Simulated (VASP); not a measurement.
# CaSe (Fm-3m) in VASP: further runs, part 2 of 2

VASP 6.6.1. Earlier steps stand in the parts before.

## (3) Single point, r2SCAN

Contents of INCAR:

```
ADDGRID = F ; ALGO = Normal
EDIFF = 1E-6 ; ENCUT = 900
ISIF = 2 ; ISMEAR = 0
LASPH = T ; LCHARG = F
LMIXTAU = T ; LREAL = F
LWAVE = F ; METAGGA = R2SCAN
NBANDS = 15 ; NELM = 100
PREC = Accurate ; SIGMA = 0.05
```

Contents of KPOINTS:

```
k-points
0
Gamma
  5 5 5
```

Contents of POSCAR:

```
CaSe
1.0
    0.0000000000      2.9560000000      2.9560000000
    2.9560000000      0.0000000000      2.9560000000
    2.9560000000      2.9560000000      0.0000000000
Se Ca
1 1
Direct
    0.5000000000      0.5000000000      0.5000000000
    0.0000000000      0.0000000000      0.0000000000
```

Potentials or basis: VASP PAW PBE potentials, release 64 (Se, Ca_sv).

On the command line:

```bash
> cat potpaw_PBE.64/Se/POTCAR potpaw_PBE.64/Ca_sv/POTCAR > POTCAR
> mpirun -np 1 vasp_std > vasp.out
```

OUTCAR:

```text
EDIFF = 1E-6
   ENCUT = 900
   ISIF = 2
   ISMEAR = 0
   LASPH = T
   LREAL = F
   METAGGA = R2SCAN
   NELM = 100
   PREC = Accurate

 Found     10 irreducible k-points:

 Following reciprocal coordinates:
            Coordinates               Weight
  0.000000  0.000000  0.000000      1.000000
  0.200000  0.000000  0.000000      8.000000
  0.400000  0.000000  0.000000      8.000000
  0.200000  0.200000  0.000000      6.000000
  0.400000  0.200000  0.000000     24.000000
 -0.400000  0.200000  0.000000     24.000000
   k-points           NKPTS =     10   k-points in BZ     NKDIM =     10   number of bands    NBANDS=     15
   number of dos      NEDOS =    301   number of ions     NIONS =      2
   total plane-waves  NPLWV =  74088
   dimension x,y,z NGX =    42 NGY =   42 NGZ =   42
   dimension x,y,z NGXF=    84 NGYF=   84 NGZF=   84
   ions per type =               1   1
   NGX,Y,Z   is equivalent  to a cutoff of  16.70, 16.70, 16.70 a.u.
   NGXF,Y,Z  is equivalent  to a cutoff of  33.40, 33.40, 33.40 a.u.
 SYSTEM =  unknown system
   PREC   = accura    normal or accurate (medium, high low for compatibility)
   ISTART =      0    job   : 0-new  1-cont  2-samecut
   ICHARG =      2    charge: 1-file 2-atom 10-const
   ISPIN  =      1    spin polarized calculation?
   LNONCOLLINEAR =      F non collinear calculations
   LSORBIT =      F    spin-orbit coupling
   LASPH  =      T    aspherical Exc in radial PAW
   ENCUT  =  900.0 eV  66.15 Ry    8.13 a.u.  10.23 10.23 10.23*2*pi/ulx,y,z
   NELM   =    100;   NELMIN=  2; NELMDL= -5     # of ELM steps
   EDIFF  = 0.1E-05   stopping-criterion for ELM
   LREAL  =      F    real-space projection
   EDIFFG = 0.1E-04   stopping-criterion for IOM
   NSW    =      0    number of steps for IOM
   IBRION =     -1    ionic relax: 0-MD 1-quasi-New 2-CG
   NFREE  =      0    steps in history (QN), initial steepest desc. (CG)
   ISIF   =      2    stress and relaxation
   ISYM   =      2    0-nonsym 1-usesym 2-fastsym
   POTIM  = 0.5000    time-step for ionic-motion
   TEBEG  =    0.0;   TEEND  =   0.0 temperature during run
   PSTRESS=    0.0 pullay stress
   NELECT =      16.0000    total number of electrons
   NUPDOWN=      -1.0000    fix difference up-down
   EMIN   =  10.00;   EMAX   =-10.00  energy-range for DOS
   EFERMI =   0.00;   METHOD = LEGACY
   ISMEAR =     0;   SIGMA  =   0.05  broadening in eV -4-tet -1-fermi 0-gaus
   EFERMI_NEDOS =   21; number of points for ismear=-14 and -15
   IALGO  =     38    algorithm
   IMIX   =      4    mixing-type and parameters
     AMIX     =   0.40;   BMIX     =  1.00
     AMIX_MAG =   1.60;   BMIX_MAG =  1.00
  volume/ion in A,a.u.               =      25.83       174.30
  Fermi-wavevector in a.u.,A,eV,Ry     =   1.107645  2.093145 16.692666  1.226876
  Thomas-Fermi vector in A             =   2.244161
   LORBIT       =      0    0 simple, 1 ext, 2 COOP (PROOUT), +10 PAW based schemes
   METAGGA = R2SCAN    functional components
   LHFCALC =     F    Hartree Fock is set to
   AEXX    =    0.0000 exact exchange contribution
   IVDW    =     0    specifies the selected vdW correction
   LEPSILON=     F    determine dielectric tensor
   LRPA    =     F    only Hartree local field effects (RPA)
 non-spin polarized calculation
 Gauss-broadening in eV      SIGMA  =   0.05
  energy-cutoff  :      900.00
  volume of cell :       51.66
 maximum number of plane-waves:      3188
 NGX is ok and might be reduce to    42
   NGX = 21   NGY = 21   NGZ = 21

 number of electron      16.0000000 magnetization

 Free energy of the ion-electron system (eV)
  ---------------------------------------------------
  ext. energy  EPLUGINS =         0.00000000
  ---------------------------------------------------
  free energy    TOTEN  =       -25.97895777 eV

  energy without entropy =      -25.97895777  energy(sigma->0) =      -25.97895777

 E-fermi :   2.4630     XC(G=0):  -9.5866

 val. band max:        2.1981190395   @ k =   0.0000   0.0000   0.0000
 cond. band min:       4.8086743469   @ k =   0.4000   0.4000   0.0000
 fundamental gap:      2.6105553074
 Fermi energy:         2.4630005520

 k-point     1 :       0.0000    0.0000    0.0000
  band No.  band energies     occupation
      1     -39.0972      2.00000
      2     -19.2090      2.00000
      3     -19.2090      2.00000
      4     -19.2089      2.00000
      5     -10.0012      2.00000
      6       2.1981      2.00000
      7       2.1981      2.00000
      8       2.1981      2.00000
      9       6.3436      0.00000
     10       6.4211      0.00000
     11       6.4211      0.00000
     12       6.4211      0.00000
     13       7.0209      0.00000
     14       7.0209      0.00000
[... 77 lines left out ...]
      2     -19.3059      2.00000
      3     -19.2411      2.00000
      4     -19.2213      2.00000
      5      -9.2891      2.00000
      6      -0.6878      2.00000
      7       0.5841      2.00000
      8       1.0040      2.00000
      9       7.2688      0.00000
     10       7.8472      0.00000
     11       8.1789      0.00000
     12       8.8190      0.00000
     13       9.5561      0.00000
     14       9.8124      0.00000
     15      11.6202      0.00000

 [... further k-points ...]
[... 5 lines left out ...]
  --------------------------------------------------------------------------------------
  -------------------------------------------------------------------------------------
  Total        0.2792236      0.2792236      0.2792236      0.0000000      0.0000000      0.0000000
  in kB        8.6600298      8.6600298      8.6600298      0.0000000      0.0000000      0.0000000
  external PRESSURE =       8.6600298 kB  Pullay stress =       0.0000000 kB

 VOLUME and BASIS-vectors are now :
 -----------------------------------------------------------------------------
  energy-cutoff  :      900.00
  volume of cell :       51.66
      direct lattice vectors                 reciprocal lattice vectors
     0.000000000  2.956000000  2.956000000    -0.169147497  0.169147497  0.169147497
     2.956000000  0.000000000  2.956000000     0.169147497 -0.169147497  0.169147497
     2.956000000  2.956000000  0.000000000     0.169147497  0.169147497 -0.169147497

 POSITION                                       TOTAL-FORCE (eV/Angst)
 -----------------------------------------------------------------------------------
      2.95600      2.95600      2.95600         0.000000      0.000000      0.000000
      0.00000      0.00000      0.00000        -0.000000     -0.000000     -0.000000
 -----------------------------------------------------------------------------------
    total drift:                               -0.000000     -0.000000     -0.000000

  FREE ENERGIE OF THE ION-ELECTRON SYSTEM (eV)
  ---------------------------------------------------
  free  energy   TOTEN  =       -25.9789577740 eV

  energy  without entropy=      -25.9789577740  energy(sigma->0) =      -25.97895777
```

OSZICAR:

```text
N       E                     dE             d eps       ncg     rms          rms(c)
DAV:   1     0.120924166115E+03    0.12092E+03   -0.10144E+04   300   0.152E+03
DAV:   2    -0.222657425519E+02   -0.14319E+03   -0.13449E+03   335   0.305E+02
DAV:   3    -0.285177824940E+02   -0.62520E+01   -0.61287E+01   398   0.616E+01
DAV:   4    -0.289353428506E+02   -0.41756E+00   -0.41632E+00   445   0.113E+01
DAV:   5    -0.289372328194E+02   -0.18900E-02   -0.18897E-02   384   0.977E-01    0.404E+00
DAV:   6    -0.256775388507E+02    0.32597E+01   -0.22170E+00   392   0.127E+01    0.308E+00
DAV:   7    -0.263628235795E+02   -0.68528E+00   -0.87588E-01   391   0.965E+00    0.812E-01
DAV:   8    -0.260297844731E+02    0.33304E+00   -0.47110E-01   384   0.796E+00    0.463E-01
DAV:   9    -0.258978932680E+02    0.13189E+00   -0.35666E-01   335   0.652E+00    0.329E-01
DAV:  10    -0.259732742133E+02   -0.75381E-01   -0.72318E-02   300   0.269E+00    0.112E-01
DAV:  11    -0.259778976191E+02   -0.46234E-02   -0.77601E-03   342   0.947E-01    0.116E-01
DAV:  12    -0.259735776026E+02    0.43200E-02   -0.41619E-03   300   0.696E-01    0.694E-02
DAV:  13    -0.259776562836E+02   -0.40787E-02   -0.22739E-03   300   0.516E-01    0.275E-02
DAV:  14    -0.259789539237E+02   -0.12976E-02   -0.61106E-04   300   0.329E-01    0.760E-03
DAV:  15    -0.259789575059E+02   -0.35822E-05   -0.17909E-05   492   0.325E-02    0.996E-03
DAV:  16    -0.259789577740E+02   -0.26809E-06   -0.66007E-08   206   0.188E-03
   1 F= -.25978958E+02 E0= -.25978958E+02  d E =-.438681E-15
```

stdout:

```text
POSCAR found type information on POSCAR SeCa
 POSCAR found :  2 types and       2 ions
 scaLAPACK will be used
 -----------------------------------------------------------------------------
|                                                                             |
|                                                                             |
|     You enforced a specific xc type in the INCAR file but a different       |
|     I HOPE YOU KNOW WHAT YOU ARE DOING!                                     |
|                                                                             |
 -----------------------------------------------------------------------------

 LDA part: xc-table for (None), standard interpolation
 POSCAR, INCAR and KPOINTS ok, starting setup
 FFT: planning ... GRIDC
 FFT: planning ... GRID_SOFT
 FFT: planning ... GRID
 WAVECAR not read
 entering main loop
```

It took 77 s on 1 thread of Intel Xeon Platinum 8488C (Sapphire Rapids), shared host; peak memory 0.27 GiB.

The run converged, but some of its settings lie outside the range that counts as converged, so its numbers aren't taken as properties of the crystal.

What came out:

- Free energy: -25.9790 eV
- Pressure: 0.9 GPa
- Band gap on the k mesh: 2.61 eV, indirect (least direct gap 3.51 eV)

Caveat: the PAW data sets were made with another functional, which shifts forces and pressure a little; an odd mesh through Γ misses points on the zone boundary, where band edges often lie.

## (4) Single point, r2SCAN

INCAR is that of step 3.

KPOINTS is that of step 3.

Contents of POSCAR:

```
CaSe
1.0
    0.0000000000      2.9560000000      2.9560000000
    2.9560000000      0.0000000000      2.9560000000
    2.9560000000      2.9560000000      0.0000000000
Se Ca
1 1
Direct
    0.5137070000      0.4880300000      0.5023060000
    0.0084580000     -0.0027510000     -0.0091450000
```

On the command line:

```bash
> cat potpaw_PBE.64/Se/POTCAR potpaw_PBE.64/Ca_sv/POTCAR > POTCAR
> mpirun -np 1 vasp_std > vasp.out
```

Wall time 6.1 min (1 thread of Intel Xeon Platinum 8488C (Sapphire Rapids), shared host); peak memory 0.34 GiB.

The run converged, but some of its settings lie outside the range that counts as converged, so its numbers aren't taken as properties of the crystal.

Results:

| Quantity | Value |
| --- | --- |
| Free energy | -25.9745 eV |
| Pressure | 0.9 GPa |
| Largest force | 0.175 eV/Å |
| Band gap on the k mesh | 2.62 eV, indirect (least direct gap 3.51 eV) |

Caveat: the PAW data sets were made with another functional, which shifts forces and pressure a little; an odd mesh through Γ misses points on the zone boundary, where band edges often lie.

## (5) Single point, r2SCAN

INCAR: that of step 4 with these lines changed.

```diff
@@ -1,3 +1,3 @@
 ADDGRID = F ; ALGO = Normal
-EDIFF = 1E-6 ; ENCUT = 900
+EDIFF = 1E-6 ; ENCUT = 550
 ISIF = 2 ; ISMEAR = 0
```

Contents of KPOINTS:

```
k-points
0
Gamma
  7 7 7
```

Contents of POSCAR:

```
CaSe
1.0
    0.0000000000      2.9560000000      2.9560000000
    2.9560000000      0.0000000000      2.9560000000
    2.9560000000      2.9560000000      0.0000000000
Se Ca
1 1
Direct
    0.5000000000      0.5000000000      0.5000000000
    0.0000000000      0.0000000000      0.0000000000
```

On the command line:

```bash
> cat potpaw_PBE.64/Se/POTCAR potpaw_PBE.64/Ca_sv/POTCAR > POTCAR
> mpirun -np 1 vasp_std > vasp.out
```

Wall time 45 s (1 thread of Intel Xeon Platinum 8488C (Sapphire Rapids), shared host); peak memory 0.19 GiB.

These settings aren't checked as converged: the numbers below hold their error.

Results:

| Property | Result |
| --- | --- |
| Free energy | -25.9773 eV |
| Pressure | 0.8 GPa |
| Band gap on the k mesh | 2.55 eV, indirect (least direct gap 3.48 eV) |

Caveat: the PAW data sets were made with another functional, which shifts forces and pressure a little; an odd mesh through Γ misses points on the zone boundary, where band edges often lie.

## (6) The reference run

An earlier run on the cell as given: functional PBEsol; potentials or basis VASP PAW PBE potentials, release 64 (Se, Ca_sv); cutoff 520 eV; k mesh 8 × 8 × 8; occupations fermi-dirac, width 0.05 eV; no spin polarisation.

- Pressure: -0.9 GPa
- Band gap on the k mesh: 1.92 eV, indirect (least direct gap 2.87 eV)
